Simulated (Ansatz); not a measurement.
Born–Oppenheimer molecular dynamics of a periodic cell of 15 atoms, BaTiO$_{3}$ (surface BaTiO3(001)). It starts from a relaxed structure.

Method: Ansatz, DFT PBE-D3(BJ), scalar-relativistic, plane waves, PAW. Settings: PAW set soft_1, cutoff 420 eV, k mesh 2x2x1, fermi-dirac smearing 0.05 eV, no spin polarisation.

```json
{
 "ensemble": "NVT, Nosé–Hoover chain",
 "time step": "1 fs",
 "steps asked": "100",
 "set temperature": "900 K",
 "thermostat": "time constant 10 fs, chain length 1",
 "atoms held": "1 to 5",
 "seed": "39807"
}
```

Frames 2 fs apart, positions in Å.

Velocities at 0 fs (Å/ps):

```
Ba 0.00 0.00 0.00
Ti 0.00 0.00 0.00
O 0.00 0.00 0.00
O 0.00 0.00 0.00
O 0.00 0.00 0.00
Ba 3.56 -0.76 -1.12
Ti 1.26 6.43 -4.80
O 1.68 -7.90 -6.70
O -11.62 1.78 -15.83
O 2.39 11.70 2.19
Ba -3.10 1.32 -1.36
Ti 2.25 2.84 -1.10
O 0.44 -3.17 4.57
O 4.33 -10.01 2.06
O 2.15 9.92 -4.72
```

```xyz
15
Lattice="5.6547 0.0000 0.0000 -2.8273 4.8971 0.0000 0.0000 0.0000 16.7217" Properties=species:S:1:pos:R:3 time_fs=0 energy_less_start_eV=0.000 T=900
Ba 0.000 0.000 1.000
Ti 0.000 3.265 2.085
O 0.000 4.869 1.099
O -1.389 2.463 1.099
O 1.389 2.463 1.099
Ba 2.827 1.632 3.012
Ti 0.000 0.000 4.519
O 0.000 1.600 3.653
O 1.442 4.097 3.653
O -1.442 4.097 3.653
Ba 0.000 3.265 5.642
Ti 2.827 1.632 6.707
O 2.827 3.277 6.097
O 1.403 0.810 6.097
O 4.252 0.810 6.097
15
Lattice="5.6547 0.0000 0.0000 -2.8273 4.8971 0.0000 0.0000 0.0000 16.7217" Properties=species:S:1:pos:R:3 time_fs=2 energy_less_start_eV=0.024 T=881
Ba 0.000 0.000 1.000
Ti 0.000 3.265 2.085
O 0.000 4.869 1.099
O -1.389 2.463 1.099
O 1.389 2.463 1.099
Ba 2.834 1.631 3.010
Ti 0.003 0.013 4.510
O 0.003 1.584 3.639
O 1.419 4.101 3.621
O -1.437 4.120 3.657
Ba -0.006 3.267 5.639
Ti 2.832 1.638 6.705
O 2.828 3.271 6.106
O 1.412 0.790 6.101
O 4.256 0.830 6.088
15
Lattice="5.6547 0.0000 0.0000 -2.8273 4.8971 0.0000 0.0000 0.0000 16.7217" Properties=species:S:1:pos:R:3 time_fs=4 energy_less_start_eV=0.092 T=831
Ba 0.000 0.000 1.000
Ti 0.000 3.265 2.085
O 0.000 4.869 1.099
O -1.389 2.463 1.099
O 1.389 2.463 1.099
Ba 2.841 1.629 3.008
Ti 0.005 0.025 4.500
O 0.007 1.569 3.626
O 1.397 4.105 3.591
O -1.432 4.143 3.661
Ba -0.012 3.270 5.636
Ti 2.836 1.643 6.703
O 2.829 3.265 6.115
O 1.420 0.770 6.106
O 4.261 0.849 6.078
15
Lattice="5.6547 0.0000 0.0000 -2.8273 4.8971 0.0000 0.0000 0.0000 16.7217" Properties=species:S:1:pos:R:3 time_fs=6 energy_less_start_eV=0.192 T=760
Ba 0.000 0.000 1.000
Ti 0.000 3.265 2.085
O 0.000 4.869 1.099
O -1.389 2.463 1.099
O 1.389 2.463 1.099
Ba 2.849 1.628 3.005
Ti 0.006 0.037 4.490
O 0.010 1.556 3.612
O 1.376 4.109 3.562
O -1.427 4.165 3.665
Ba -0.018 3.273 5.633
Ti 2.840 1.648 6.701
O 2.829 3.262 6.123
O 1.429 0.751 6.109
O 4.266 0.869 6.068
15
Lattice="5.6547 0.0000 0.0000 -2.8273 4.8971 0.0000 0.0000 0.0000 16.7217" Properties=species:S:1:pos:R:3 time_fs=8 energy_less_start_eV=0.309 T=685
Ba 0.000 0.000 1.000
Ti 0.000 3.265 2.085
O 0.000 4.869 1.099
O -1.389 2.463 1.099
O 1.389 2.463 1.099
Ba 2.856 1.626 3.003
Ti 0.007 0.049 4.481
O 0.013 1.546 3.598
O 1.358 4.114 3.534
O -1.422 4.186 3.669
Ba -0.025 3.276 5.631
Ti 2.844 1.652 6.700
O 2.829 3.260 6.129
O 1.438 0.733 6.113
O 4.272 0.887 6.058
15
Lattice="5.6547 0.0000 0.0000 -2.8273 4.8971 0.0000 0.0000 0.0000 16.7217" Properties=species:S:1:pos:R:3 time_fs=10 energy_less_start_eV=0.427 T=620
Ba 0.000 0.000 1.000
Ti 0.000 3.265 2.085
O 0.000 4.869 1.099
O -1.389 2.463 1.099
O 1.389 2.463 1.099
Ba 2.863 1.625 3.001
Ti 0.008 0.059 4.472
O 0.015 1.538 3.582
O 1.343 4.119 3.510
O -1.417 4.205 3.672
Ba -0.031 3.278 5.628
Ti 2.847 1.655 6.699
O 2.828 3.262 6.135
O 1.446 0.715 6.116
O 4.280 0.905 6.046
15
Lattice="5.6547 0.0000 0.0000 -2.8273 4.8971 0.0000 0.0000 0.0000 16.7217" Properties=species:S:1:pos:R:3 time_fs=12 energy_less_start_eV=0.533 T=577
Ba 0.000 0.000 1.000
Ti 0.000 3.265 2.085
O 0.000 4.869 1.099
O -1.389 2.463 1.099
O 1.389 2.463 1.099
Ba 2.870 1.623 2.998
Ti 0.007 0.068 4.464
O 0.018 1.535 3.566
O 1.331 4.126 3.489
O -1.412 4.223 3.674
Ba -0.037 3.281 5.625
Ti 2.850 1.657 6.698
O 2.826 3.266 6.138
O 1.455 0.699 6.120
O 4.289 0.922 6.035
15
Lattice="5.6547 0.0000 0.0000 -2.8273 4.8971 0.0000 0.0000 0.0000 16.7217" Properties=species:S:1:pos:R:3 time_fs=14 energy_less_start_eV=0.617 T=564
Ba 0.000 0.000 1.000
Ti 0.000 3.265 2.085
O 0.000 4.869 1.099
O -1.389 2.463 1.099
O 1.389 2.463 1.099
Ba 2.877 1.622 2.995
Ti 0.005 0.076 4.455
O 0.020 1.536 3.547
O 1.322 4.133 3.470
O -1.407 4.238 3.675
Ba -0.043 3.284 5.622
Ti 2.853 1.657 6.698
O 2.824 3.274 6.141
O 1.465 0.683 6.123
O 4.299 0.939 6.021
15
Lattice="5.6547 0.0000 0.0000 -2.8273 4.8971 0.0000 0.0000 0.0000 16.7217" Properties=species:S:1:pos:R:3 time_fs=16 energy_less_start_eV=0.680 T=586
Ba 0.000 0.000 1.000
Ti 0.000 3.265 2.085
O 0.000 4.869 1.099
O -1.389 2.463 1.099
O 1.389 2.463 1.099
Ba 2.885 1.620 2.993
Ti 0.002 0.083 4.447
O 0.021 1.541 3.528
O 1.317 4.142 3.455
O -1.401 4.252 3.676
Ba -0.050 3.288 5.618
Ti 2.855 1.657 6.698
O 2.819 3.284 6.141
O 1.475 0.669 6.126
O 4.311 0.955 6.007
15
Lattice="5.6547 0.0000 0.0000 -2.8273 4.8971 0.0000 0.0000 0.0000 16.7217" Properties=species:S:1:pos:R:3 time_fs=18 energy_less_start_eV=0.724 T=644
Ba 0.000 0.000 1.000
Ti 0.000 3.265 2.085
O 0.000 4.869 1.099
O -1.389 2.463 1.099
O 1.389 2.463 1.099
Ba 2.893 1.619 2.989
Ti -0.002 0.089 4.439
O 0.023 1.551 3.506
O 1.317 4.152 3.443
O -1.395 4.264 3.675
Ba -0.057 3.292 5.615
Ti 2.857 1.655 6.699
O 2.814 3.296 6.141
O 1.486 0.657 6.129
O 4.324 0.972 5.992
15
Lattice="5.6547 0.0000 0.0000 -2.8273 4.8971 0.0000 0.0000 0.0000 16.7217" Properties=species:S:1:pos:R:3 time_fs=20 energy_less_start_eV=0.755 T=739
Ba 0.000 0.000 1.000
Ti 0.000 3.265 2.085
O 0.000 4.869 1.099
O -1.389 2.463 1.099
O 1.389 2.463 1.099
Ba 2.902 1.617 2.986
Ti -0.007 0.094 4.431
O 0.024 1.566 3.483
O 1.321 4.163 3.435
O -1.389 4.274 3.674
Ba -0.064 3.296 5.611
Ti 2.859 1.653 6.699
O 2.806 3.310 6.140
O 1.499 0.646 6.132
O 4.338 0.990 5.975
15
Lattice="5.6547 0.0000 0.0000 -2.8273 4.8971 0.0000 0.0000 0.0000 16.7217" Properties=species:S:1:pos:R:3 time_fs=22 energy_less_start_eV=0.781 T=869
Ba 0.000 0.000 1.000
Ti 0.000 3.265 2.085
O 0.000 4.869 1.099
O -1.389 2.463 1.099
O 1.389 2.463 1.099
Ba 2.911 1.616 2.982
Ti -0.014 0.099 4.422
O 0.025 1.585 3.459
O 1.331 4.176 3.431
O -1.383 4.282 3.672
Ba -0.071 3.300 5.607
Ti 2.861 1.651 6.699
O 2.797 3.325 6.138
O 1.513 0.637 6.136
O 4.352 1.008 5.957
```

Of the whole run (100 fs, mean temperature of the second half 888 K): The conserved energy stayed within 0.25 meV per atom of its start (net change 0.053 meV per atom), so the integration is sound. A run of 0.1 ps of so small a system gives no equilibrium averages. Limits of this set-up: coarse k mesh, thin slab, slab without dipole correction.

Run time: 11 min on 1 thread of Arm Neoverse V2, on a shared host, peak memory 0.76 GiB.
